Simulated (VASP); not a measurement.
A run of VASP 6.6.1 is set up as follows.

INCAR

```
ALGO = Normal
EDIFF = 1E-7
EDIFFG = -0.005
ENCUT = 600
IBRION = 2
ISIF = 3
ISMEAR = 0
LASPH = T
LCHARG = F
LMIXTAU = T
LREAL = F
LWAVE = F
METAGGA = R2SCAN
NELM = 80
NSW = 90
PREC = Accurate
SIGMA = 0.03
```

The input KPOINTS:

```
k-points
0
Gamma
  10 10 10
```

The input POSCAR:

```
Mg2Sn                                   
1.0
    0.0000000000      3.3753202746      3.3753202746
    3.3753202746      0.0000000000      3.3753202746
    3.3753202746      3.3753202746      0.0000000000
  Mg              Sn            
     2     1
Direct
     0.2500000000000000    0.2500000000000000    0.2500000000000000
     0.7500000000000000    0.7500000000000000    0.7500000000000000
     0.0000000000000000    0.0000000000000000    0.0000000000000000
```

Potentials or basis: VASP PAW PBE potentials, release 64 (Mg, Sn_d).

Run with:

```sh
$ cat potpaw_PBE.64/Mg/POTCAR potpaw_PBE.64/Sn_d/POTCAR > POTCAR
$ mpirun -np 1 vasp_std > vasp.out
```

**Question.** Estimate the band gap on the k mesh.

**Answer.** 0.18 eV, indirect (least direct gap 2.02 eV).

Final structure:
```cif
data_structure
_symmetry_space_group_name_H-M 'P 1'
_symmetry_Int_Tables_number 1
_cell_length_a 4.7734
_cell_length_b 4.7734
_cell_length_c 4.7734
_cell_angle_alpha 60.000
_cell_angle_beta 60.000
_cell_angle_gamma 60.000
_cell_volume 76.91
loop_
_atom_site_label
_atom_site_type_symbol
_atom_site_fract_x
_atom_site_fract_y
_atom_site_fract_z
_atom_site_occupancy
Mg1 Mg 0.25000 0.25000 0.25000 1
Mg2 Mg 0.75000 0.75000 0.75000 1
Sn1 Sn 0.00000 0.00000 0.00000 1
```

Caveat: the relaxation stopped at its first step, so nothing moved; spin-orbit coupling is left out, which moves the levels of the heavy elements. A k mesh can miss the band edges.
